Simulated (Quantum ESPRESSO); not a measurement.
Crystal: HfC.

```xyz
4
Lattice="3.3429 0.0000 0.0000 -1.6714 2.8950 0.0000 0.0000 0.0000 5.2027" Properties=species:S:1:pos:R:3 pbc="T T T"
Hf    0.0000    1.9300    1.3007
Hf    1.6714    0.9650    3.9020
C     0.0000    0.0000    2.6014
C     0.0000    0.0000    0.0000
```

The cell comes from a database or a generator and needn't be the stable form of this composition.

| Property | Result |
| --- | --- |
| Program | Quantum ESPRESSO 7.5 |
| Task | single point |
| Functional | PBEsol |
| Potentials or basis | GBRV 1.5 PBEsol |
| Cutoff | 612 eV |
| Density cutoff | 4898 eV |
| k mesh | 9 × 9 × 5 |
| Occupations | fermi-dirac, width 0.05 eV |
| Spin | no spin polarisation |

On this cell: pressure -7.2 GPa; largest force under 0.003 eV/Å; band gap on the k mesh none (metal or under the smearing width).

The same run follows on a disturbed copy (atoms moved at random, drawn with an rms of 0.05 Å):

```
Hf C
1.0
     3.34287    0.00000    0.00000
    -1.67143    2.89501    0.00000
     0.00000    0.00000    5.20271
Hf C
2 2
Direct
  0.33878 0.66655 0.25622
  0.67665 0.34244 0.74911
  0.00969 0.00677 0.49964
  0.00129 0.99478 0.00306
```

**Question.** What changes?

**Answer.** The energy (extrapolated to zero smearing) moves by +4.8 meV/atom; pressure -7.1 GPa; largest force 0.648 eV/Å; band gap on the k mesh none (metal or under the smearing width).

Forces on the atoms (eV/Å):
```
Hf  -0.020  0.044 -0.621
Hf  -0.013 -0.357  0.541
C   -0.018 -0.002  0.173
C    0.052  0.316 -0.093
```

Stress tensor (GPa, compression positive):
```
-8.12  0.00 -0.01
 0.00 -8.17 -0.10
-0.01 -0.10 -4.94
```
